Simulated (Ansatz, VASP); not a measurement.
## Si3Mo in VASP and in Ansatz

```
Si Mo
1.0
     3.81751    0.00000    0.00000
     0.00000    3.81751    0.00000
     0.00000    0.00000    3.81751
Si Mo
3 1
Direct
  0.00000 0.50000 0.50000
  0.50000 0.00000 0.50000
  0.50000 0.50000 0.00000
  0.00000 0.00000 0.00000
```

Change from the starting cell: species swapped into the ZnPd3 type (Pm-3m, No. 221).

Alike in both runs: functional PBE; k mesh 12 × 12 × 12; occupations gaussian, width 0.1 eV; no spin polarisation.

Ansatz relaxed the structure, and its values are those at the end. VASP's run is a single point on that final structure, the one shown.

|  | VASP | Ansatz |
| --- | --- | --- |
| version | VASP 6.6.1 | Ansatz 0.2.0 |
| potentials or method | VASP PAW PBE potentials, release 64 (Si, Mo_sv) | scalar-relativistic, plane waves, PAW |
| plane-wave cutoff (eV) | 520 | 420 |
| valence electrons in the cell | 26 | 26 |

VASP gave:

| Quantity | Value |
| --- | --- |
| gap on the k mesh at the Fermi level (eV) | none |
| pressure (GPa) | 0.1 |

Q: Which values does Ansatz return?

A: gap on the k mesh at the Fermi level (eV): none; pressure (GPa): 0.0.

A gap of «none» marks a metal or a gap that the smearing closes. With one functional, cell and mesh, what is left measures potentials, basis and numerics.
